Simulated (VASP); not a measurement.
A run of VASP 6.6.1 is set up as follows.

The input POSCAR:

```
Cu3N
1.0
    3.8070000000      0.0000000000      0.0000000000
    0.0000000000      3.8070000000      0.0000000000
    0.0000000000      0.0000000000      3.8070000000
Cu N
3 1
Direct
    0.5000000000      0.0000000000      0.0000000000
    0.0000000000      0.5000000000      0.0000000000
    0.0000000000      0.0000000000      0.5000000000
    0.0000000000      0.0000000000      0.0000000000
```

INCAR.step1

```
PREC = Accurate
ENCUT = 520
EDIFF = 1E-6
ISMEAR = 0
SIGMA = 0.1
LREAL = False
LASPH = True
NELM = 60
ALGO = Fast
ISIF = 2
LWAVE = False
LCHARG = True
LMAXMIX = 4
GGA = PE
```

File KPOINTS.step1:

```
regular mesh
0
Gamma
  10 10 10
```

File INCAR.step2:

```
PREC = Accurate
ENCUT = 520
EDIFF = 1E-6
ISMEAR = 0
SIGMA = 0.05
LREAL = False
LASPH = True
NELM = 60
ALGO = Fast
ISIF = 2
LWAVE = False
LCHARG = False
LMAXMIX = 4
GGA = PE
ICHARG = 11
```

File KPOINTS.step2:

```
path GXMGRX,MR
15
line-mode
reciprocal
 0.0000000000  0.0000000000  0.0000000000  G
 0.0000000000  0.5000000000  0.0000000000  X

 0.0000000000  0.5000000000  0.0000000000  X
 0.5000000000  0.5000000000  0.0000000000  M

 0.5000000000  0.5000000000  0.0000000000  M
 0.0000000000  0.0000000000  0.0000000000  G

 0.0000000000  0.0000000000  0.0000000000  G
 0.5000000000  0.5000000000  0.5000000000  R

 0.5000000000  0.5000000000  0.5000000000  R
 0.0000000000  0.5000000000  0.0000000000  X

 0.5000000000  0.5000000000  0.0000000000  M
 0.5000000000  0.5000000000  0.5000000000  R
```

Potentials or basis: VASP PAW PBE potentials, release 64 (Cu, N).

Launch:

```sh
$ cat potpaw_PBE.64/Cu/POTCAR potpaw_PBE.64/N/POTCAR > POTCAR
$ cp INCAR.step1 INCAR
$ cp KPOINTS.step1 KPOINTS
$ mpirun -np 1 vasp_std > vasp.out
$ cp INCAR.step2 INCAR
$ cp KPOINTS.step2 KPOINTS
$ mpirun -np 1 vasp_std > vasp.out
```

(1) What does it give for the band gap on the k mesh?

(2) Predict the band gap along the path.

Answers

(1) 0.19 eV, indirect (least direct gap 0.74 eV).

(2) 0.19 eV, indirect (least direct gap 0.73 eV).

Caveat: the log is that of the step along the path at fixed density, whose energy, stress, charges and moments have no meaning.
